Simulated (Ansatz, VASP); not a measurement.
## One calculation of Pt, two programs

Contents of INCAR:

```
SYSTEM = Pt
  ALGO = Fast
  EDIFF = 1E-6
  ENCUT = 520
  GGA = PE
  ISIF = 2
  ISMEAR = 0
  LASPH = .TRUE.
  LCHARG = .FALSE.
  LREAL = .FALSE.
  LWAVE = .FALSE.
  NBANDS = 11
  NELM = 80
  PREC = Accurate
  SIGMA = 0.1
```

File KPOINTS:

```
k-points
0
G
  18 18 18
  0 0 0
```

POSCAR

```
Pt
1.0
   -1.5881268325      1.5881268325      1.5881268325
    1.5881268325     -1.5881268325      1.5881268325
    1.5881268325      1.5881268325     -1.5881268325
Pt
1
Direct
    0.0000000000      0.0000000000      0.0000000000
```

Input for Ansatz:

```yaml
crystal:
  lattice:
    - [-1.5881268325, 1.5881268325, 1.5881268325]
    - [1.5881268325, -1.5881268325, 1.5881268325]
    - [1.5881268325, 1.5881268325, -1.5881268325]
  atoms:
    - { symbol: Pt, position: [0.0, 0.0, 0.0] }
basis:
  ecutwfc: 420
kpoints:
  mp_grid: { grid: [18, 18, 18] }
hamiltonian:
  xc: pbe
scf:
  occupations: { method: gaussian, width: 0.1 }
output:
  forces: true
  stress: true
  eigenvalues: true
```

Alike in both runs: task single point; functional PBE; k mesh 18 × 18 × 18; occupations gaussian, width 0.1 eV; no spin polarisation.

```csv
,VASP,Ansatz
version,VASP 6.6.1,Ansatz 0.2.0
potentials or method,"VASP PAW PBE potentials, release 64 (Pt)","scalar-relativistic, plane waves, PAW"
plane-wave cutoff (eV),520,420
valence electrons in the cell,10,18
```

```tsv
	VASP	Ansatz	Ansatz less VASP
gap on the k mesh at the Fermi level (eV)	none	none	-
pressure (GPa)	-3.4	-2.9	+0.44
```

A gap of «none» marks a metal or a gap that the smearing closes. The two sets of potentials don't hold the same shells in valence.

Spin-orbit coupling is left out, which matters for the levels of Pt.
